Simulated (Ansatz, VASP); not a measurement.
# BaTiO3: VASP beside Ansatz

INCAR

```
SYSTEM = BaTiO3
ALGO = Normal
EDIFF = 1E-6
ENCUT = 520
GGA = PS
ISIF = 2
ISMEAR = -1
LASPH = .True.
LCHARG = .False.
LDAU = .True.
LDAUJ = 0 0 0
LDAUL = -1 2 -1
LDAUPRINT = 1
LDAUTYPE = 2
LDAUU = 0 1 0
LMAXMIX = 4
LREAL = .False.
LWAVE = .False.
NBANDS = 28
NELM = 150
PREC = Accurate
SIGMA = 0.05
```

The input KPOINTS:

```
k-points
0
Gamma
  7 7 7
  0 0 0
```

File POSCAR:

```
BaTiO3
1.0
    4.0060000000      0.0000000000      0.0000000000
    0.0000000000      4.0060000000      0.0000000000
    0.0000000000      0.0000000000      4.0060000000
Ba Ti O
1 1 3
Direct
    0.5000000000      0.5000000000      0.5000000000
    0.0000000000      0.0000000000      0.0000000000
    0.0000000000      0.0000000000      0.5000000000
    0.0000000000      0.5000000000      0.0000000000
    0.5000000000      0.0000000000      0.0000000000
```

input.yaml

```yaml
crystal:
  lattice:
    - [4.006, 0.0, 0.0]
    - [0.0, 4.006, 0.0]
    - [0.0, 0.0, 4.006]
  atoms:
    - { symbol: Ba, position: [0.5, 0.5, 0.5] }
    - { symbol: Ti, position: [0.0, 0.0, 0.0] }
    - { symbol: O, position: [0.0, 0.0, 0.5] }
    - { symbol: O, position: [0.0, 0.5, 0.0] }
    - { symbol: O, position: [0.5, 0.0, 0.0] }
hamiltonian:
  xc: pbesol
  pseudopotentials: { kind: paw }
  hubbard: { sites: [{ species: Ti, l: d, u_eff: 1.0 }] }
kpoints:
  mp_grid: { grid: [7, 7, 7] }
scf:
  occupations: { method: fermi_dirac, width: 0.05 }
  n_extra_bands: 12
output:
  forces: true
  stress: true
  eigenvalues: true
  dos: { projected: true, de: 0.05, nscf_kmesh: { grid: [11, 11, 11] } }
```

Alike in both runs: functional PBEsol; k mesh 7 × 7 × 7; occupations fermi-dirac, width 0.05 eV; no spin polarisation; Hubbard terms Ti d U = 1.0 eV.

|  | VASP | Ansatz |
| --- | --- | --- |
| version | VASP 6.6.1 | Ansatz 0.2.0 |
| potentials or method | VASP PAW PBE potentials, release 64 (Ba_sv, Ti_sv, O) | Ansatz PAW |
| plane-wave cutoff (eV) | 520 | 420 |
| valence electrons in the cell | 40 | 40 |
| task | single point | projected density of states |

|  | VASP | Ansatz | Ansatz less VASP |
| --- | --- | --- | --- |
| gap on the k mesh at the Fermi level (eV) | 1.86 | 1.92 | +0.059 |
| least direct gap on the mesh (eV) | 1.96 | 1.98 | +0.018 |
| pressure (GPa) | -2.0 | -4.3 | -2.30 |

The programs project onto different local orbitals, so the same U acts differently.

Caveats: spin-orbit coupling is left out, which moves the levels of the heavy elements; the PAW data sets were made with another functional, which shifts forces and pressure a little (VASP); an odd mesh through Γ misses points on the zone boundary, where band edges often lie (VASP); odd divisions of the mesh miss points on the zone boundary, where band edges often lie, so the gap on the mesh can be too wide (Ansatz); the pressure holds a Pulay correction of +0.6 GPa for the finite cutoff (Ansatz); the PAW data sets come from PBE, with cores solved anew for the run's functional, which leaves a small shift of forces and pressure (Ansatz); the density of states is complete only up to the lowest level of the last band computed (Ansatz).
